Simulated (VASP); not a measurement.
Input of a VASP 6.6.1 run:

INCAR

```
SYSTEM = CdS
ALGO = Fast ; EDIFF = 1E-6
EDIFFG = -0.005 ; ENCUT = 600
GGA = PS ; IBRION = 2
ISIF = 3 ; ISMEAR = -1
LASPH = .TRUE. ; LCHARG = .FALSE.
LREAL = .FALSE. ; LWAVE = .FALSE.
NELM = 100 ; NSW = 80
PREC = Accurate ; SIGMA = 0.02
```

Contents of KPOINTS:

```
k-points
0
G
  6 6 4
  0 0 0
```

File POSCAR:

```
CdS
1.0
    4.1969590536      0.0000000000      0.0000000000
   -2.0984795268      3.6346731591      0.0000000000
    0.0000000000      0.0000000000      6.8279107376
Cd S
2 2
Direct
    0.3333333333      0.6666666667     -0.0008015501
    0.6666666667      0.3333333333      0.4991984499
    0.3333333333      0.6666666667      0.3758015501
    0.6666666667      0.3333333333      0.8758015501
```

Potentials or basis: VASP PAW PBE potentials, release 64 (Cd, S).

Command:

```sh
$ cat potpaw_PBE.64/Cd/POTCAR potpaw_PBE.64/S/POTCAR > POTCAR
$ mpirun -np 1 vasp_std > vasp.out
```

**Question.** Predict the band gap on the k mesh.

**Answer.** 1.08 eV, direct.

**Question.** What does it give for the space group after relaxing (to 0.05 Å)?

**Answer.** P6_3mc (No. 186).

**Question.** Estimate the relaxed cell.

**Answer.** a = 4.132 Å, b = 4.132 Å, c = 6.722 Å, α = 90.00°, β = 90.00°, γ = 120.00°.

The path:
```
step  energy change (eV)  largest force (eV/Å)  pressure (GPa)  volume (Å³)
   1              0.0000                0.0009           -2.56       104.16
   2             -0.0357                0.0034            0.90        98.02
   3             -0.0396                0.0021            0.02        99.41
```

Caveat: the PAW data sets were made with another functional, which shifts forces and pressure a little.
